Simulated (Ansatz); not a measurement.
Runs of Ansatz 0.2.0 on Sb. Symmetry: Pm-3m, No. 221, cubic system. The conventional cell has a = 3.160 Å, b = 3.160 Å, c = 3.160 Å, α = 90.00°, β = 90.00°, γ = 90.00°. Around Sb (site symmetry m-3m) lie 6 Sb at 3.16 Å. This isn't the form of Sb at room conditions, which is rhombohedral.

```csv
task,level,potentials or basis,spin,cell,k mesh,cutoff (eV),smearing,other keys,mesh quality,gap on the mesh (eV),pressure (GPa)
density of states,B3LYP5+D4,SPMS NC,off,as given,5 × 5 × 5,653,gaussian 0.15 eV,-,coarse,none,(a)
single point,PBE,Ansatz PAW,off,as given,8 × 8 × 8,420,fermi-dirac 0.05 eV,-,not flagged,none,-2.3
projected density of states,PBE0+D3(BJ)-ATM,Ansatz PAW earlier set,"collinear, ferromagnetic start",as given,5 × 5 × 5,430,gaussian 0.02 eV,-,coarse,none,-7.0
single point,rPW86-PBE+rVV10,Ansatz PAW,"SOC, no magnetisation",as given,8 × 8 × 8,420,fermi-dirac 0.1 eV,scf.mixing.preconditioner = local_kerker; …,not flagged,none,-0.3
Wannier functions,revPBE+D3(BJ)-ATM,JTH PAW,off,volume scaled by 1.15,8 × 8 × 8,1950,methfessel-paxton 0.025 eV,scf.eigensolver.kind = davidson,not flagged,none,-
```

Fill in the values left out.

(a) -5.7.

Caveats: some runs use coarse meshes; pairwise dispersion overbinds metals, which lowers pressure and volume (some runs); the thresholds are loose for stress (some runs); the PAW data sets come from PBE, with cores solved anew for the run's functional, which leaves a small shift of forces and pressure (some runs); the potentials were made for another functional, which shifts forces and pressure (some runs); some levels weren't fully converged (some runs).

A k mesh can miss the band edges, and rows without SOC leave out spin-orbit coupling on Sb.

A gap of «none» marks a metal or a gap under the smearing width.
